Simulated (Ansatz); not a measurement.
Crystal: V.

```
CELL_PARAMETERS angstrom
2.60429 0.00000 0.00000
-1.30215 2.25538 0.00000
0.00000 0.00000 4.72334
ATOMIC_POSITIONS crystal
V 0.33333 0.66667 0.25000
V 0.66667 0.33333 0.75000
```

This isn't the form of V at room conditions, which is bcc.

Base run:

```yaml
Program: Ansatz 0.2.0
Functional: PBE
Potentials_or_basis: Ansatz PAW
Cutoff: "420 eV (not typed: the program's choice for these potentials)"
k_mesh: 10 × 10 × 5
Occupations: fermi-dirac, width 0.05 eV
Spin: collinear spin, ferromagnetic start
Starting_moments: "[1.0, 1.0] μB"
Fixed_moment: 2 μB
```

Its results: pressure 3.8 GPa; site moments V +0.81 μB.

Q: The run is repeated on the same cell with these changes: fixed moment from 2 μB to 4 μB; moments at the start from [1.0, 1.0] to [2.0, 2.0]. What comes out?

A: Pressure 16.1 GPa; site moments V +1.60 μB.

Caveats: the total moment is fixed, so each spin has its own Fermi level; the thresholds are loose for stress.
